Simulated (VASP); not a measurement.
WC:

```
W C
1.0
     2.91273   -0.02417    0.03272
     1.44538   -2.62486   -2.89529
     1.40352    2.39397   -2.71174
W C
2 2
Direct
  0.00430 0.99645 0.00039
  0.49408 0.50270 0.50063
  0.75270 0.58330 0.91817
  0.24893 0.08422 0.41414
```

The cell isn't the ideal one: cell sheared at random, sigma 0.03, atoms nudged by 0.01 Å.

| Property | Result |
| --- | --- |
| Program | VASP 6.6.1 |
| Task | relaxation of cell and atoms |
| Functional | PBE |
| Potentials or basis | VASP PAW PBE potentials, release 64 (W_sv, C) |
| Cutoff | 600 eV |
| k mesh | 10 × 7 × 7 |
| Occupations | gaussian, width 0.05 eV |
| Spin | no spin polarisation |

At the start: pressure 12.5 GPa; volume 10.29 Å³/atom.

Question: How do energy, volume and symmetry change on relaxing?

Answer: Over 13 steps the energy falls by 76.1 meV/atom and the volume is 10.55 Å³/atom (+2.5 %); space group P-6m2 (No. 187, to 0.05 Å).

Step by step:
```
step  energy change (eV)  largest force (eV/Å)  pressure (GPa)  volume (Å³)
   1              0.0000                0.6391           12.54        41.16
   2              0.2075                0.4728          -25.74        45.88
   3             -0.2680                0.2574           -7.91        43.12
   4             -0.2686                0.2599           -7.13        43.03
   5             -0.2221                0.2358           12.18        41.02
   6             -0.3031                0.1616           -0.14        42.22
   7             -0.3031                0.1602           -0.02        42.21
   8             -0.3045                0.0300            0.15        42.18
   9             -0.3045                0.0271            0.14        42.19
  10             -0.3046                0.0078           -0.25        42.23
  11             -0.3046                0.0130           -0.14        42.21
  12             -0.3046                0.0046            0.14        42.19
  13             -0.3046                0.0056            0.05        42.20
```

Final structure:
```cif
data_structure
_symmetry_space_group_name_H-M 'P 1'
_symmetry_Int_Tables_number 1
_cell_length_a 2.9218
_cell_length_b 4.0834
_cell_length_c 4.0836
_cell_angle_alpha 76.753
_cell_angle_beta 69.035
_cell_angle_gamma 69.042
_cell_volume 42.20
loop_
_atom_site_label
_atom_site_type_symbol
_atom_site_fract_x
_atom_site_fract_y
_atom_site_fract_z
_atom_site_occupancy
W1 W 0.00002 0.00013 0.99984 1
W2 W 0.50001 0.50016 0.49988 1
C1 C 0.75005 0.58315 0.91686 1
C2 C 0.24992 0.08324 0.41676 1
```
